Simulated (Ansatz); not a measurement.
Crystal: PbS (Galena).

```
Pb S
1.0
     0.00000    2.96575    2.96575
     2.96575    0.00000    2.96575
     2.96575    2.96575    0.00000
Pb S
1 1
Cartesian
  0.0000 0.0000 0.0000
  2.9657 2.9657 2.9657
```

- Program: Ansatz 0.2.0
- Task: relaxation of cell and atoms
- Functional: BLYP
- Dispersion: D4
- Potentials or basis: all-electron LAPW, scalar-relativistic
- Basis error allowed: 0.001 eV/atom
- k mesh: 8 × 8 × 8
- Occupations: fermi-dirac, width 0.05 eV
- Spin: no spin polarisation

At the start: volume 26.09 Å³/atom.

Task: Where does the relaxation end?

Result: Over 8 steps the energy falls by 35.3 meV/atom and the volume is 28.76 Å³/atom (+10.2 %); space group Fm-3m (No. 225, to 0.05 Å).

Step by step:
| step | energy change (eV) | largest force (eV/Å) | volume (Å³) |
| --- | --- | --- | --- |
| 1 | 0.0000 | 0.0000 | 52.17 |
| 2 | -0.0142 | 0.0000 | 54.91 |
| 3 | -0.0343 | 0.0000 | 59.51 |
| 4 | -0.0493 | 0.0000 | 58.94 |
| 5 | -0.0661 | 0.0000 | 57.01 |
| 6 | -0.0694 | 0.0000 | 57.81 |
| 7 | -0.0707 | 0.0000 | 57.51 |
| 8 | -0.0707 | 0.0000 | 57.51 |

Final structure:
```xyz
2
Lattice="0.0000 3.0637 3.0637 3.0637 0.0000 3.0637 3.0637 3.0637 0.0000" Properties=species:S:1:pos:R:3 pbc="T T T"
Pb    0.0000    0.0000    0.0000
S     3.0637    3.0637    3.0637
```

Caveat: the volume moved by +10 % from the deposited cell, more than functionals usually miss.
